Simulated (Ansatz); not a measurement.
Ansatz input

```yaml
crystal:
  lattice:
    - [2.8900974555, 0.0, 0.0]
    - [0.0, 2.8900974555, 0.0]
    - [0.0, 0.0, 2.8900974555]
  atoms:
    - { symbol: Mn, position: [0.0, 0.0, 0.0], spin: -0.785 }
    - { symbol: Mn, position: [0.5, 0.5, 0.5], spin: -0.785 }
hamiltonian:
  xc: pbe
  pseudopotentials:
    kind: paw
    azcp:
      Mn: "pseudopotentials/Mn.paw.azcp"
basis:
  ecutwfc: 420
  fft_grid_basis: typed
kpoints:
  mp_grid: { grid: [13, 13, 13], shift: [0, 0, 0] }
magnetization:
  spin_polarized: true
scf:
  occupations: { method: fermi_dirac, width: 0.05 }
  lower_state_search: "off"
output:
  stress: true
```

and its output:

```
Engine: ansatz 0.2.0, x86_64-unknown-linux-gnu
Pseudopotentials: kind: paw
Pseudopotential: Mn, paw, valence charge 15, recommended cutoff 420 eV (normal) 
Functional definition: PBE
  parameter kappa = 0.804
  parameter beta = 0.06672455060314922
  exchange = pbe_x(kappa = kappa, mu = beta*pi^2/3)
  correlation = pbe_c(beta = beta)
Crystal: 2 atoms, lattice volume = 24.140 Å³
Basis set: ecut = 420 eV, 461 PW (Γ)
Bands: 20, of which v1, the nominal top of the filled ones, is band 15 counted from 1 (14 counted from 0)
Symmetry: 96 space group operations
Space group: Im-3m (ITA 229), of the structure as read, at distance tolerance 2.9e-5 Å
Magnetic group: BNS 229.140 (UNI 1642), of the structure as read, at distance tolerance 2.9e-5 Å
k-points: 84 of 2197
Non-local potential: Mn, projectors of the file, l = 0: 3, l = 1: 2, l = 2: 3, l = 3: 1
PAW form: soft (Blöchl's): semilocal exchange-correlation on the pseudo side does not see the compensation charge
PAW one-centre angular grid: Mn, 590 points (default); XC on 64 Gauss nodes
Initial density: superposition of atomic densities (chi_scale 0.1, normalization cell)
Starting moments: Σ|m| = 1.57 μB on 2 of 2 sites
Initial wavefunctions: pseudopotential atomic-orbital guess
Functional: x = pbe(κ = 0.804, μ = 0.2195149727645171), c = pbe(β = 0.06672455060314922)
SCF iter   1: F=—  HF=-7797.733476 eV  |F-HF|=—  |Δ(HF+E_count)|=         —  Δρ=6.02e-2 (↑5.74e-2 ↓6.02e-2)  dr2=2.22e0  dr2_m=1.04e-2  M=-1.396 μB ∫|m|=1.398 μB  β_m=0.30  ethr=3.10e-3  ⟨swp⟩=3.3  Hψ=11998  notcnv=0
SCF iter   2: F=—  HF=-7797.282672 eV  |F-HF|=—  |Δ(HF+E_count)|=   4.51e-1  Δρ=3.04e-2 (↑3.04e-2 ↓1.89e-2)  dr2=3.74e-1  dr2_m=8.58e-3  M=-1.493 μB ∫|m|=1.500 μB  β_m=1.00  ethr=3.10e-3  ⟨swp⟩=2.8  Hψ=6661  notcnv=0
SCF iter   3: F=—  HF=-7797.205737 eV  |F-HF|=—  |Δ(HF+E_count)|=   7.69e-2  Δρ=1.28e-2 (↑1.20e-2 ↓1.28e-2)  dr2=1.77e-2  dr2_m=1.73e-2  M=-1.607 μB ∫|m|=1.634 μB  β_m=1.00  ethr=1.25e-3  ⟨swp⟩=2.0  Hψ=5209  notcnv=0
SCF iter   4: F=—  HF=-7797.206989 eV  |F-HF|=—  |Δ(HF+E_count)|=   1.25e-3  Δρ=5.27e-3 (↑5.27e-3 ↓4.36e-3)  dr2=2.23e-4  dr2_m=5.08e-3  M=-1.684 μB ∫|m|=1.718 μB  β_m=1.00  ethr=5.90e-5  ⟨swp⟩=2.6  Hψ=7511  notcnv=0
SCF iter   5: F=—  HF=-7797.215261 eV  |F-HF|=—  |Δ(HF+E_count)|=   8.27e-3  Δρ=5.71e-3 (↑3.28e-3 ↓5.71e-3)  dr2=1.04e-3  dr2_m=4.40e-3  M=-1.756 μB ∫|m|=1.794 μB  β_m=1.00  ethr=7.44e-7  ⟨swp⟩=2.3  Hψ=6267  notcnv=0
SCF iter   6: F=—  HF=-7797.222509 eV  |F-HF|=—  |Δ(HF+E_count)|=   7.25e-3  Δρ=3.47e-3 (↑3.47e-3 ↓3.04e-3)  dr2=5.15e-5  dr2_m=2.34e-3  M=-1.808 μB ∫|m|=1.849 μB  β_m=1.00  ethr=7.44e-7  ⟨swp⟩=2.7  Hψ=6756  notcnv=0
SCF iter   7: F=—  HF=-7797.228871 eV  |F-HF|=—  |Δ(HF+E_count)|=   6.36e-3  Δρ=2.90e-3 (↑2.80e-3 ↓2.90e-3)  dr2=3.34e-6  dr2_m=1.80e-3  M=-1.852 μB ∫|m|=1.897 μB  β_m=0.30  ethr=1.72e-7  ⟨swp⟩=2.2  Hψ=6100  notcnv=0
Mixer restart at iter 7: flushing history
spin-set hold released at iteration 7 (site moments contracting): the magnetisation degrees of freedom join the quasi-Newton model from the next iteration; the mixer history was flushed
SCF iter   8: F=—  HF=-7797.236224 eV  |F-HF|=—  |Δ(HF+E_count)|=   7.35e-3  Δρ=4.06e-3 (↑3.80e-3 ↓4.06e-3)  dr2=1.84e-5  dr2_m=3.40e-3  M=-1.881 μB ∫|m|=1.928 μB  β_m=0.39  ethr=1.11e-8  ⟨swp⟩=3.0  Hψ=7219  notcnv=0
SCF iter   9: F=—  HF=-7797.246486 eV  |F-HF|=—  |Δ(HF+E_count)|=   1.03e-2  Δρ=3.86e-3 (↑3.86e-3 ↓3.57e-3)  dr2=5.00e-5  dr2_m=3.01e-3  M=-1.958 μB ∫|m|=2.014 μB  β_m=0.79  ethr=1.11e-8  ⟨swp⟩=3.3  Hψ=9182  notcnv=0
SCF iter  10: F=—  HF=-7797.249684 eV  |F-HF|=—  |Δ(HF+E_count)|=   3.20e-3  Δρ=3.33e-3 (↑8.97e-4 ↓3.33e-3)  dr2=2.71e-3  dr2_m=3.75e-4  M=-2.040 μB ∫|m|=2.110 μB  β_m=0.53  ethr=1.11e-8  ⟨swp⟩=3.5  Hψ=9398  notcnv=0
SCF iter  11: F=—  HF=-7797.249057 eV  |F-HF|=—  |Δ(HF+E_count)|=   6.28e-4  Δρ=4.64e-4 (↑4.61e-4 ↓4.64e-4)  dr2=1.36e-6  dr2_m=4.54e-5  M=-2.041 μB ∫|m|=2.111 μB  β_m=0.77  ethr=1.11e-8  ⟨swp⟩=3.6  Hψ=9515  notcnv=0
SCF iter  12: F=—  HF=-7797.249079 eV  |F-HF|=—  |Δ(HF+E_count)|=   2.26e-5  Δρ=7.53e-5 (↑5.79e-5 ↓7.53e-5)  dr2=1.80e-7  dr2_m=9.07e-7  M=-2.049 μB ∫|m|=2.121 μB  β_m=0.88  ethr=4.54e-9  ⟨swp⟩=2.8  Hψ=6504  notcnv=0
iter 13 did not close the SCF: its close was put off for a magnetic moment that had not settled (scf_convergence_deferred on its scf_iter line)
SCF iter  13: F=-7797.249081 eV  HF=-7797.249081 eV  |F-HF|=4.53e-8  |Δ(HF+E_count)|=   1.12e-6  Δρ=2.17e-5 (↑1.05e-5 ↓2.17e-5)  dr2=1.26e-8  dr2_m=5.64e-8  M=-2.050 μB ∫|m|=2.123 μB  β_m=0.94  ethr=3.33e-10  ⟨swp⟩=4.3  Hψ=11357  notcnv=0
SCF iter  14: F=-7797.249081 eV  HF=-7797.249081 eV  |F-HF|=1.09e-9  |Δ(HF+E_count)|=   9.01e-8  Δρ=2.48e-6 (↑1.49e-6 ↓2.48e-6)  dr2=8.28e-11  dr2_m=8.39e-10  M=-2.050 μB ∫|m|=2.123 μB  ethr=4.19e-11  ⟨swp⟩=1.7  Hψ=10775  notcnv=0
SCF 1 converged in 14 iterations: F = -7797.249081 eV  dr2 = 8.28e-11
SCF converged after 14 iterations
Magnetization: -2.0502 μB (13.9749 up, 16.0251 down)
Absolute magnetization: 2.1226 μB (∫|ρ↑−ρ↓|, with the PAW one-centre terms)
Spin contamination: 0.0219 ħ² per cell (⟨S²⟩ above its minimum at these occupations)
Per-site moments (μB) at R_I (Å): [(-1.0310220125834373, 1.0324453490487535), (-1.0310220125834373, 1.0324453490487535)]
Free energy (F): -7797.249081 eV
Harris-Foulkes:  -7797.249081 eV  (|F-HF|=1.09e-9)
Internal energy: -7797.210821 eV  (E = F + TS)
E sigma→0 (E₀):  -7797.229951 eV
Entropy (-TS):   -0.038260 eV (-19.130 meV/atom)
Fermi energy:    17.845795 eV
--- Per-component energies (eV) ---
  E_band       = -387.708748
  E_kinetic    = 609.898234
  E_local      = -3368.307524  (includes V_loc(G=0)·N_el)
  E_nonlocal   = 475.924746
  E_hartree    = 1388.003957
  E_xc         = -228.714939
  E_vxc        = -292.892695  (∫ρ·V_xc dr)
  E_paw        = -2594.282234  (= ΣΔE_a)
  E_vpaw       = -588.339887  (= ΣTr[D̂ρ^β])
  E_aug_tail   = -0.000018  (compensation charges beyond the density's cutoff)
  E_ewald      = -4079.733042
  E_smearing   = -0.038260  (= −TS)
  E_closure    = -0.000000  (closes the sum)
  Σ components = -7797.249081   (vs F -7797.249081, Δ=0.00e0)
--- Stress (GPa, compression-positive) ---
      -19.613947      -0.000000      -0.000000
        0.000000     -19.613947       0.000000
        0.000000       0.000000     -19.613947
  P = ⅓ Tr σ = -19.6139 GPa (-196.139 kbar)
```

Launched by

```sh
ansatz run input.yaml --threads 1 --pin off --max-ram 3584MiB --backend cpu --events-out ev --progress --plain --runs-dir out
```

On 1 thread of Intel(R) Xeon(R) Platinum 8259CL CPU @ 2.50GHz (Skylake/Cascade Lake) (shared host) this took about 11 s of wall time and 10 s of CPU time.
